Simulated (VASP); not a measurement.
Input of a VASP 6.6.1 run:

File POSCAR:

```
W
1.0
    1.7307842337      0.9992687433      3.2095318524
   -1.7307842337      0.9992687433      3.2095318524
    0.0000000000     -1.9985374865      3.2095318524
W
2
Direct
    0.2275400000      0.2275400000      0.2275400000
    0.7724600000      0.7724600000      0.7724600000
```

INCAR.step1

```
SYSTEM = W
  ALGO = Normal
  EDIFF = 1E-4
  ENCUT = 520
  GGA = PE
  ISMEAR = 0
  LASPH = .True.
  LCHARG = .False.
  LREAL = .False.
  LWAVE = .True.
  NBANDS = 21
  NELM = 100
  PREC = Accurate
  SIGMA = 0.1
```

INCAR.step2

```
SYSTEM = W
  ALGO = Normal
  EDIFF = 1E-7
  ENCUT = 520
  ISIF = 2
  ISMEAR = 0
  ISTART = 1
  LASPH = .True.
  LCHARG = .False.
  LMIXTAU = .True.
  LREAL = .False.
  LWAVE = .False.
  METAGGA = R2SCAN
  NBANDS = 21
  NELM = 100
  PREC = Accurate
  SIGMA = 0.1
```

KPOINTS

```
k-points
0
Gamma
  6 6 6
  0 0 0
```

Potentials or basis: VASP PAW PBE potentials, release 64 (W_sv).

Launch:

```bash
$ cat potpaw_PBE.64/W_sv/POTCAR > POTCAR
$ cp INCAR.step1 INCAR
$ mpirun -np 1 vasp_std > vasp.out
$ cp INCAR.step2 INCAR
$ mpirun -np 1 vasp_std > vasp.out
```

Estimate the pressure.

47.5 GPa.

What does it give for the largest force?

8.891 eV/Å.

Estimate the band gap on the k mesh.

none (metal or under the smearing width).

Forces in eV/Å, atoms in the order of the input:
```
W    0.000  0.000  8.891
W    0.000  0.000 -8.891
```

Caveat: the k mesh is coarse (spacing up to 0.37 Å⁻¹), so the values aren't converged; a pressure of tens of GPa on the cell as given is suspect, and the run, the potentials or the cell itself is likely at fault; the PAW data sets were made with another functional, which shifts forces and pressure a little. The run has no spin-orbit coupling, so splittings on W are missing.
